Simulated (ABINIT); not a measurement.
Crystal: TiCo.

```
Co Ti
1.0
     2.98611    0.00000    0.00000
     0.00000    2.98611    0.00000
     0.00000    0.00000    2.98611
Co Ti
1 1
Direct
  0.50000 0.50000 0.50000
  0.00000 0.00000 0.00000
```

The cell comes from a database or a generator and needn't be the stable form of this composition.

Base run:

* Program: ABINIT 10.8.3 (patched build)
* Functional: PBE
* Potentials or basis: JTH PAW PBE v2.0
* Cutoff: 707 eV
* k mesh: 9 × 9 × 9
* Occupations: fermi-dirac, width 0.05 eV
* Spin: collinear spin, ferromagnetic start
* Starting moments: [2.0, 1.0] μB

Its results: band gap on the k mesh none (metal or under the smearing width); pressure -0.3 GPa; net moment 0.82 μB per cell; site moments Co +0.92; Ti -0.03 μB.

After a change of settings the same cell gave: band gap on the k mesh none (metal or under the smearing width); pressure 0.5 GPa; net moment 0.90 μB per cell; site moments Co +1.00; Ti -0.03 μB. Which change was it?
A. k mesh from 9 × 9 × 9 to 5 × 5 × 5
B. functional from PBE to RPBE
C. k mesh from 9 × 9 × 9 to 4 × 4 × 4
D. functional from PBE to PBEsol; potentials or basis from JTH PAW PBE v2.0 to PseudoDojo NC SR PBEsol v0.4.1 standard; cutoff from 707 eV to 1306 eV

A.

Caveats: some runs use coarse meshes; small starting moments can end in a higher magnetic state in this program.

Not every run made on this cell is shown here.
